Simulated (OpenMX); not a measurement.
## Hf: single point with PBE

Crystal: Hf.

```
Hf
1.0
     3.06335    0.00000    0.00000
    -1.53167    2.65294    0.00000
     0.00000    0.00000    4.84681
Hf
2
Direct
  0.66667 0.33333 0.75000
  0.33333 0.66667 0.25000
```

| Quantity | Value |
| --- | --- |
| Program | OpenMX 3.8.5 |
| Task | single point |
| Functional | PBE |
| Potentials or basis | OpenMX 2013 PBE set, Hf7.0-s3p2d2f1, grid cutoff 400 Ry |
| k mesh | 7 × 7 × 5 |
| Occupations | fermi-dirac, width 0.05 eV |
| Spin | no spin polarisation |

```
Pressure               : 18.1 GPa
Largest force          : 0.020 eV/Å
Band gap on the k mesh : none (metal or under the smearing width)
```

Forces on the atoms (eV/Å):
```
Hf   0.003  0.020  0.000
Hf  -0.003 -0.020  0.000
```

Levels at points of the mesh, in eV from the Fermi level:
| k point | band 9 | band 10 | band 11 | band 12 | band 13 | band 14 | band 15 | band 16 |
| --- | --- | --- | --- | --- | --- | --- | --- | --- |
| (0.00, 0.00, 0.00) | -7.80 | -4.17 | 1.13 | 1.15 | 1.21 | 1.47 | 2.10 | 2.13 |

Run time: 4.7 min on 1 thread of Intel(R) Xeon(R) Platinum 8259CL CPU @ 2.50GHz (Skylake/Cascade Lake) (shared host), peak memory 0.77 GiB.

Caveat: the basis of atomic orbitals isn't converged, which shifts pressures, moduli and gaps. The run has no spin-orbit coupling, so splittings on Hf are missing.
